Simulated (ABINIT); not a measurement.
# Ta (Im-3m) in ABINIT: a series of runs, part 2 of 2

ABINIT 10.8.3 (patched build). The steps go on from the part before.

## (5) Equation of state, PBE

Input file run.abi:

```
# Datasets: one volume each
ndtset 7
getwfk -1
scalecart1 3*0.9795861087
scalecart2 3*0.9864848297
scalecart3 3*0.9932883884
scalecart4 3*1.0000000000
scalecart5 3*1.0066227096
scalecart6 3*1.0131594038
scalecart7 3*1.0196128224

# Pseudopotentials
pp_dirpath "./"
pseudos "Ta.GGA_PBE-JTH.xml"

# Structure
acell 3*1.0
rprim
    -3.1204669551     3.1204669551     3.1204669551
     3.1204669551    -3.1204669551     3.1204669551
     3.1204669551     3.1204669551    -3.1204669551
ntypat 1
znucl 73
natom 1
typat 1
xred
     0.0000000000     0.0000000000     0.0000000000

# Plane-wave basis
ecut 19.0
pawecutdg 38.0
pawxcdev 0

# k points
kptopt 1
ngkpt 11 11 11
nshiftk 1
shiftk 0.0 0.0 0.0

# Exchange and correlation
ixc 11

# Bands and occupations
nband 11
occopt 3
tsmear 0.00183747

# SCF cycle
nstep 100
tolvrs 1.0e-9

# Output
iomode 3
prtwf 1
prtden 0
prteig 0
prtebands 0
```

Potentials or basis: JTH PAW PBE v2.0.

The run is started by

```console
$ abinit run.abi > log 2>&1
```

run.abo:

```text
.Version 10.8.3 of ABINIT
 DATASET    1 : space group Im -3 m (#229); Bravais cI (body-center cubic)
================================================================================
 Values of the parameters that define the memory need for DATASET  1.
     intxc =       0    ionmov =       0      iscf =      17    lmnmax =      18
     lnmax =       6     mgfft =      24  mpssoang =       3    mqgrid =    3001
     natom =       1  nloc_mem =       2    nspden =       1   nspinor =       1
    nsppol =       1      nsym =      48    n1xccc =       1    ntypat =       1
    occopt =       3   xclevel =       2
       mpw =         470          nfft =       13824          nkpt =          56
 PAW method is used; the additional fine FFT grid is defined by:
   mgfftf=        30    nfftf =     27000
================================================================================
================================================================================
[... 71 lines left out ...]
 DATASET    7 : space group Im -3 m (#229); Bravais cI (body-center cubic)
================================================================================
 Values of the parameters that define the memory need for DATASET  7.
     intxc =       0    ionmov =       0      iscf =      17    lmnmax =      18
     lnmax =       6     mgfft =      24  mpssoang =       3    mqgrid =    3001
     natom =       1  nloc_mem =       2    nspden =       1   nspinor =       1
    nsppol =       1      nsym =      48    n1xccc =       1    ntypat =       1
    occopt =       3   xclevel =       2
       mpw =         525          nfft =       13824          nkpt =          56
 PAW method is used; the additional fine FFT grid is defined by:
[... 1359 lines left out ...]

 -outvars: echo values of variables after computation  --------
            acell      1.0000000000E+00  1.0000000000E+00  1.0000000000E+00 Bohr
           etotal1    -5.8968600227E+01
           etotal2    -5.8969793904E+01
           etotal3    -5.8970573084E+01
           etotal4    -5.8970973201E+01
           etotal5    -5.8971029108E+01
           etotal6    -5.8970782551E+01
           etotal7    -5.8970254713E+01
            fcart1    -0.0000000000E+00 -0.0000000000E+00 -0.0000000000E+00
            fcart2    -0.0000000000E+00 -0.0000000000E+00 -0.0000000000E+00
            fcart3    -0.0000000000E+00 -0.0000000000E+00 -0.0000000000E+00
            fcart4    -0.0000000000E+00 -0.0000000000E+00 -0.0000000000E+00
            fcart5    -0.0000000000E+00 -0.0000000000E+00 -0.0000000000E+00
            fcart6    -0.0000000000E+00 -0.0000000000E+00 -0.0000000000E+00
            fcart7    -0.0000000000E+00 -0.0000000000E+00 -0.0000000000E+00
            rprim1    -3.0567660819E+00  3.0567660819E+00  3.0567660819E+00
                       3.0567660819E+00 -3.0567660819E+00  3.0567660819E+00
                       3.0567660819E+00  3.0567660819E+00 -3.0567660819E+00
[... 17 lines left out ...]
                       3.1816681193E+00  3.1816681193E+00 -3.1816681193E+00
           strten1    -5.7417736599E-04 -5.7417736599E-04 -5.7417736599E-04
                       0.0000000000E+00  0.0000000000E+00  0.0000000000E+00
           strten2    -3.9311333843E-04 -3.9311333843E-04 -3.9311333843E-04
                       0.0000000000E+00  0.0000000000E+00  0.0000000000E+00
           strten3    -2.3053964116E-04 -2.3053964116E-04 -2.3053964116E-04
                       0.0000000000E+00  0.0000000000E+00  0.0000000000E+00
           strten4    -8.2359809332E-05 -8.2359809332E-05 -8.2359809332E-05
                       0.0000000000E+00  0.0000000000E+00  0.0000000000E+00
           strten5     4.9151983660E-05  4.9151983660E-05  4.9151983660E-05
                       0.0000000000E+00  0.0000000000E+00  0.0000000000E+00
           strten6     1.6923849507E-04  1.6923849507E-04  1.6923849507E-04
                       0.0000000000E+00  0.0000000000E+00  0.0000000000E+00
           strten7     2.7990130670E-04  2.7990130670E-04  2.7990130670E-04
                       0.0000000000E+00  0.0000000000E+00  0.0000000000E+00
 Calculation completed.
```

Wall time 54 s (1 thread of Arm Neoverse V1, shared host); peak memory 0.13 GiB.

Results:

```yaml
Equilibrium_volume: 18.26 Å³/atom
Bulk_modulus: 195 GPa
Pressure_derivative_of_the_bulk_modulus: 4.1
```

Energy against volume, from the lowest point:
| volume (Å³/atom) | energy (meV/atom) |
| --- | --- |
| 16.930 | 66.09 |
| 17.290 | 33.61 |
| 17.650 | 12.41 |
| 18.010 | 1.52 |
| 18.371 | 0.00 |
| 18.731 | 6.71 |
| 19.091 | 21.07 |

Caveat: pressures at fixed basis lie under the slope of the energies. The run has no spin-orbit coupling, so splittings on Ta are missing.

## (6) Summary

```csv
potentials or basis,cutoff (eV),fine-grid cutoff,V0 of scaled cells (Å³/atom),B0 (GPa)
SG15 NC PBE v1.2,707,-,18.29,194
Ansatz NC PBE,1007,-,18.24,193
SPMS NC PBE v1.0,490,-,18.24,195
JTH PAW PBE v2.0,517,1034.03 eV,18.26,195
```

Alike in all rows: task equation of state; level PBE; no spin polarisation; cell as given; k mesh 11 × 11 × 11; smearing fermi-dirac 0.05 eV.

Caveats: pressures at fixed basis lie under the slope of the energies.

Absolute energies hang on the potentials; compare differences alone.

## (7) Against experiment

Step 2. Against the measured bulk modulus of Ta, 194 GPa (quoted in “Pressure effects on the electronic structure and superconductivity of (TaNb)0.67(HfZrTi)0.33 high entropy alloy”, 2019, arxiv:1910.08312), the calculated 194 GPa is off by -0.1 %. The fit is for a static lattice scaled at fixed shape and fixed fractional positions.

Step 3. A measured bulk modulus of Ta is 194 GPa (quoted in “Pressure effects on the electronic structure and superconductivity of (TaNb)0.67(HfZrTi)0.33 high entropy alloy”, 2019, arxiv:1910.08312); the calculated 193 GPa misses it by -0.4 %. The fit is for a static lattice scaled at fixed shape and fixed fractional positions.

Step 4. Measured bulk modulus of Ta: 194 GPa (quoted in “Pressure effects on the electronic structure and superconductivity of (TaNb)0.67(HfZrTi)0.33 high entropy alloy”, 2019, arxiv:1910.08312). This calculation gives 195 GPa (+0.3 %). The fit is for a static lattice scaled at fixed shape and fixed fractional positions.

Step 5. A measured bulk modulus of Ta is 194 GPa (quoted in “Refinement of the equation of state of tantalum”, 2004, arxiv:cond-mat/0403080); the calculated 195 GPa misses it by +0.5 %. The fit is for a static lattice scaled at fixed shape and fixed fractional positions.
